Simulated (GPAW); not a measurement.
# Pd (Fm-3m) in GPAW: convergence with k mesh

Aim: find how far k mesh must go before the results for Pd settle, at PBE. This setting moves, with any that are tied to it; all else stays.

Everything below comes from runs of GPAW 26.7.0. Logs are shortened: lines on timing, memory, paths and dates and some standing lists are left out, and cuts for length are marked. The log counts tension as positive stress, the text compression.

## Step 1: The cell of the first run

The structure is cubic, space group Fm-3m (No. 225). Conventional cell: a = 3.944 Å, b = 3.944 Å, c = 3.944 Å, α = 90.00°, β = 90.00°, γ = 90.00°. Around Pd (site symmetry m-3m) lie 12 Pd at 2.79 Å.

The cell isn't the ideal one: volume scaled by 1.04.

## Step 2: With k mesh 3 × 3 × 3

File run.py:

```python
import numpy as np
from ase.spacegroup import crystal
from ase.units import Bohr, Ha
from gpaw import GPAW, PW
from gpaw.hybrids.energy import non_self_consistent_energy
from gpaw.xc.rpa import RPACorrelation

# Pd 4a
atoms = crystal(['Pd'],
                basis=[[0.0, 0.0, 0.0]],
                spacegroup=225, setting=1,  # Fm-3m
                cellpar=[3.94422956, 3.94422956, 3.94422956, 90.0, 90.0, 90.0],
                primitive_cell=True)

for x in [1.0]:
    ecuts = np.array([76.8, 96.0, 120])
    a = atoms.copy()
    a.set_cell(atoms.cell * x**(1 / 3), scale_atoms=True)
    calc = GPAW(mode=PW(500),
                xc='PBE',
                kpts={'size': (3, 3, 3), 'gamma': True},
                occupations={'name': 'fermi-dirac', 'width': 0.05},
                nbands=17,
                convergence={'density': 1e-06},
                maxiter=150,
                txt=f'gs-{x:.2f}.txt')
    a.calc = calc
    dft = a.get_potential_energy(force_consistent=True)
    calc.write(f'gs-{x:.2f}.gpw')
    exx = non_self_consistent_energy(calc, 'EXX').sum()
    calc.diagonalize_full_hamiltonian(nbands=int(a.get_volume() / Bohr**3 * (ecuts[-1] / Ha)**1.5 * 2**0.5 / 3 / np.pi**2 * 1.15) + 30)
    calc.write(f'full-{x:.2f}.gpw', mode='all')
    ec = RPACorrelation(f'full-{x:.2f}.gpw', ecut=ecuts, nfrequencies=16, skip_gamma=True, frequency_scale=2.5, txt=f'rpa-{x:.2f}.txt').calculate()
    slope, ec_inf = np.polyfit(ecuts**-1.5, ec, 1)
    print(f'V = {a.get_volume():.4f} A^3: DFT {dft:.5f}, EXX {exx:.5f}, correlation', *ec.round(5), f'extrapolated {ec_inf:.5f}, total {exx + ec_inf:.5f} eV', flush=True)
```

Potentials or basis: GPAW PAW data sets (gpaw-data 1.2.1), pw.

Launch:

```
OMP_NUM_THREADS=1 python run.py
```

The program printed:

```text
Using integrator: PointIntegrator
FrequencyDescriptor(from 0.000+0.000j to 0.000+800.000j eV, 16 points)
Nonperiodic BCs:  [False False False]
Using integrator: PointIntegrator
FrequencyDescriptor(from 0.000+0.000j to 0.000+800.000j eV, 16 points)
Nonperiodic BCs:  [False False False]
Integrating chi0 body.

Symmetries of q_c:
    Direct symmetries (Uq -> q): 4
    Indirect symmetries (TUq -> q): 0
In total 4 allowed symmetries.

  ( 1  0  0)  ( 0  1  0)  ( 0 -1  1)  (-1  0  1)
  ( 0  1  0)  ( 1  0  0)  (-1  0  1)  ( 0 -1  1)
  ( 0  0  1)  ( 0  0  1)  ( 0  0  1)  ( 0  0  1)

12 groups of equivalent kpoints. 55.55555555555556% reduction.

Integral kind: hermitian response function
Integrating chi0 body.

Symmetries of q_c:
    Direct symmetries (Uq -> q): 4
    Indirect symmetries (TUq -> q): 0
In total 4 allowed symmetries.

  ( 1  0  0)  ( 0  1  0)  ( 0 -1  1)  (-1  0  1)
  ( 0  1  0)  ( 1  0  0)  (-1  0  1)  ( 0 -1  1)
  ( 0  0  1)  ( 0  0  1)  ( 0  0  1)  ( 0  0  1)

12 groups of equivalent kpoints. 55.55555555555556% reduction.

Integral kind: hermitian response function
Integrating chi0 body.

Symmetries of q_c:
    Direct symmetries (Uq -> q): 4
    Indirect symmetries (TUq -> q): 0
In total 4 allowed symmetries.

  ( 1  0  0)  ( 0  1  0)  ( 0 -1  1)  (-1  0  1)
  ( 0  1  0)  ( 1  0  0)  (-1  0  1)  ( 0 -1  1)
  ( 0  0  1)  ( 0  0  1)  ( 0  0  1)  ( 0  0  1)

12 groups of equivalent kpoints. 55.55555555555556% reduction.

Integral kind: hermitian response function
Integrating chi0 body.

Symmetries of q_c:
    Direct symmetries (Uq -> q): 8
    Indirect symmetries (TUq -> q): 0
In total 8 allowed symmetries.

  ( 1  0  0)  ( 1  0  0)  ( 1  0 -1)  ( 1  0 -1)  ( 0  1  0)  ( 0  1  0)
  ( 1  0 -1)  ( 0  1  0)  ( 1  0  0)  ( 0  1 -1)  ( 1  0  0)  ( 0  1 -1)
  ( 1 -1  0)  ( 0  0  1)  ( 1 -1  0)  ( 0  0 -1)  ( 0  0  1)  (-1  1  0)

  ( 0  1 -1)  ( 0  1 -1)
  ( 1  0 -1)  ( 0  1  0)
  ( 0  0 -1)  (-1  1  0)

9 groups of equivalent kpoints. 66.66666666666667% reduction.

Integral kind: hermitian response function
Integrating chi0 body.

Symmetries of q_c:
    Direct symmetries (Uq -> q): 8
    Indirect symmetries (TUq -> q): 0
In total 8 allowed symmetries.

  ( 1  0  0)  ( 1  0  0)  ( 1  0 -1)  ( 1  0 -1)  ( 0  1  0)  ( 0  1  0)
  ( 1  0 -1)  ( 0  1  0)  ( 1  0  0)  ( 0  1 -1)  ( 1  0  0)  ( 0  1 -1)
  ( 1 -1  0)  ( 0  0  1)  ( 1 -1  0)  ( 0  0 -1)  ( 0  0  1)  (-1  1  0)

  ( 0  1 -1)  ( 0  1 -1)
  ( 1  0 -1)  ( 0  1  0)
  ( 0  0 -1)  (-1  1  0)

9 groups of equivalent kpoints. 66.66666666666667% reduction.

Integral kind: hermitian response function
Integrating chi0 body.

Symmetries of q_c:
    Direct symmetries (Uq -> q): 8
    Indirect symmetries (TUq -> q): 0
In total 8 allowed symmetries.

  ( 1  0  0)  ( 1  0  0)  ( 1  0 -1)  ( 1  0 -1)  ( 0  1  0)  ( 0  1  0)
  ( 1  0 -1)  ( 0  1  0)  ( 1  0  0)  ( 0  1 -1)  ( 1  0  0)  ( 0  1 -1)
  ( 1 -1  0)  ( 0  0  1)  ( 1 -1  0)  ( 0  0 -1)  ( 0  0  1)  (-1  1  0)

  ( 0  1 -1)  ( 0  1 -1)
  ( 1  0 -1)  ( 0  1  0)
  ( 0  0 -1)  (-1  1  0)

9 groups of equivalent kpoints. 66.66666666666667% reduction.

Integral kind: hermitian response function
Integrating chi0 body.

Symmetries of q_c:
    Direct symmetries (Uq -> q): 6
    Indirect symmetries (TUq -> q): 0
In total 6 allowed symmetries.

  ( 1  0  0)  ( 1  0  0)  ( 0  1  0)  ( 0  1  0)  ( 0  0  1)  ( 0  0  1)
  ( 0  1  0)  ( 0  0  1)  ( 1  0  0)  ( 0  0  1)  ( 1  0  0)  ( 0  1  0)
  ( 0  0  1)  ( 0  1  0)  ( 0  0  1)  ( 1  0  0)  ( 0  1  0)  ( 1  0  0)

10 groups of equivalent kpoints. 62.96296296296296% reduction.

Integral kind: hermitian response function
Integrating chi0 body.

Symmetries of q_c:
    Direct symmetries (Uq -> q): 6
    Indirect symmetries (TUq -> q): 0
In total 6 allowed symmetries.

  ( 1  0  0)  ( 1  0  0)  ( 0  1  0)  ( 0  1  0)  ( 0  0  1)  ( 0  0  1)
  ( 0  1  0)  ( 0  0  1)  ( 1  0  0)  ( 0  0  1)  ( 1  0  0)  ( 0  1  0)
  ( 0  0  1)  ( 0  1  0)  ( 0  0  1)  ( 1  0  0)  ( 0  1  0)  ( 1  0  0)

10 groups of equivalent kpoints. 62.96296296296296% reduction.

Integral kind: hermitian response function
Integrating chi0 body.

Symmetries of q_c:
    Direct symmetries (Uq -> q): 6
    Indirect symmetries (TUq -> q): 0
In total 6 allowed symmetries.

  ( 1  0  0)  ( 1  0  0)  ( 0  1  0)  ( 0  1  0)  ( 0  0  1)  ( 0  0  1)
  ( 0  1  0)  ( 0  0  1)  ( 1  0  0)  ( 0  0  1)  ( 1  0  0)  ( 0  1  0)
  ( 0  0  1)  ( 0  1  0)  ( 0  0  1)  ( 1  0  0)  ( 0  1  0)  ( 1  0  0)

10 groups of equivalent kpoints. 62.96296296296296% reduction.

Integral kind: hermitian response function
```

Run time: 6.7 s. Hardware: 1 thread of Arm Neoverse V1, shared host; peak memory 0.18 GiB.

What came out:

| Quantity | Value |
| --- | --- |
| Free energy | -3.0984 eV |
| Band gap on the k mesh, mean-field level | none (metal or under the smearing width) |

## Step 3: With k mesh 4 × 4 × 4

Edit run.py of step 2 so:

```diff
@@ -20,3 +20,3 @@
                 xc='PBE',
-                kpts={'size': (3, 3, 3), 'gamma': True},
+                kpts={'size': (4, 4, 4), 'gamma': True},
                 occupations={'name': 'fermi-dirac', 'width': 0.05},
```

Potentials or basis: GPAW PAW data sets (gpaw-data 1.2.1), pw.

Launch:

```
OMP_NUM_THREADS=1 python run.py
```

Run time: 19 s. Hardware: 1 thread of Arm Neoverse V1, shared host; peak memory 0.19 GiB.

Results:

- Free energy: -4.0366 eV
- Band gap on the k mesh, mean-field level: none (metal or under the smearing width)

## Step 4: With k mesh 5 × 5 × 5

Edit run.py of step 3 so:

```diff
@@ -20,3 +20,3 @@
                 xc='PBE',
-                kpts={'size': (4, 4, 4), 'gamma': True},
+                kpts={'size': (5, 5, 5), 'gamma': True},
                 occupations={'name': 'fermi-dirac', 'width': 0.05},
```

Launch:

```
OMP_NUM_THREADS=1 python run.py
```

It took 42 s on 1 thread of Arm Neoverse V1, shared host; peak memory 0.19 GiB.

Results:

```
Free energy                              : -3.7450 eV
Band gap on the k mesh, mean-field level : none (metal or under the smearing width)
```

## Step 5: With k mesh 6 × 6 × 6

Edit run.py of step 4 so:

```diff
@@ -20,3 +20,3 @@
                 xc='PBE',
-                kpts={'size': (5, 5, 5), 'gamma': True},
+                kpts={'size': (6, 6, 6), 'gamma': True},
                 occupations={'name': 'fermi-dirac', 'width': 0.05},
```

Launch:

```
OMP_NUM_THREADS=1 python run.py
```

It took 1.8 min on 1 thread of Arm Neoverse V1, shared host; peak memory 0.24 GiB.

What came out:

```
Free energy                              : -3.8918 eV
Band gap on the k mesh, mean-field level : none (metal or under the smearing width)
```

## Step 6: With k mesh 7 × 7 × 7

Edit run.py of step 5 so:

```diff
@@ -20,3 +20,3 @@
                 xc='PBE',
-                kpts={'size': (6, 6, 6), 'gamma': True},
+                kpts={'size': (7, 7, 7), 'gamma': True},
                 occupations={'name': 'fermi-dirac', 'width': 0.05},
```

Potentials or basis: GPAW PAW data sets (gpaw-data 1.2.1), pw.

Launch:

```
OMP_NUM_THREADS=1 python run.py
```

Wall time 3.7 min (1 thread of Arm Neoverse V1, shared host); peak memory 0.31 GiB.

Results:

```yaml
Free_energy: -3.8977 eV
Band_gap_on_the_k_mesh_mean-field_level: none (metal or under the smearing width)
```

## Step 7: With k mesh 8 × 8 × 8

Edit run.py of step 6 so:

```diff
@@ -20,3 +20,3 @@
                 xc='PBE',
-                kpts={'size': (7, 7, 7), 'gamma': True},
+                kpts={'size': (8, 8, 8), 'gamma': True},
                 occupations={'name': 'fermi-dirac', 'width': 0.05},
```

Launch:

```
OMP_NUM_THREADS=1 python run.py
```

It took 8 min on 1 thread of Arm Neoverse V1, shared host; peak memory 0.41 GiB.

What came out:

```yaml
Free_energy: -3.8672 eV
Band_gap_on_the_k_mesh_mean-field_level: none (metal or under the smearing width)
```

## Step 8: With k mesh 9 × 9 × 9

Edit run.py of step 7 so:

```diff
@@ -20,3 +20,3 @@
                 xc='PBE',
-                kpts={'size': (8, 8, 8), 'gamma': True},
+                kpts={'size': (9, 9, 9), 'gamma': True},
                 occupations={'name': 'fermi-dirac', 'width': 0.05},
```

Launch:

```
OMP_NUM_THREADS=1 python run.py
```

Wall time 14 min (1 thread of Arm Neoverse V1, shared host); peak memory 0.53 GiB.

What came out:

| Item | Value |
| --- | --- |
| Free energy | -3.8905 eV |
| Band gap on the k mesh, mean-field level | none (metal or under the smearing width) |

## Step 9: Summary

```
   k mesh  energy less the tightest run, at zero smearing (meV/atom)  CPU time (s)  peak memory (GiB)
3 × 3 × 3                                                     811.62           6.7               0.18
4 × 4 × 4                                                    -144.42            19               0.19
5 × 5 × 5                                                     152.54            42               0.19
6 × 6 × 6                                                      -1.13           110               0.24
7 × 7 × 7                                                      -4.86           220               0.31
8 × 8 × 8                                                      22.42           480               0.41
9 × 9 × 9                                                       0.00           870               0.53
```

Not settled before the last step: the energy (to 1 meV/atom). Meshes of other sizes hit other points, so gaps and Fermi surfaces needn't settle smoothly. The tightest run that finished is the yardstick and may itself not be fully converged.

Caveats: the response cutoff is short for absolute correlation energies; RPA of a metal hangs on this mesh.
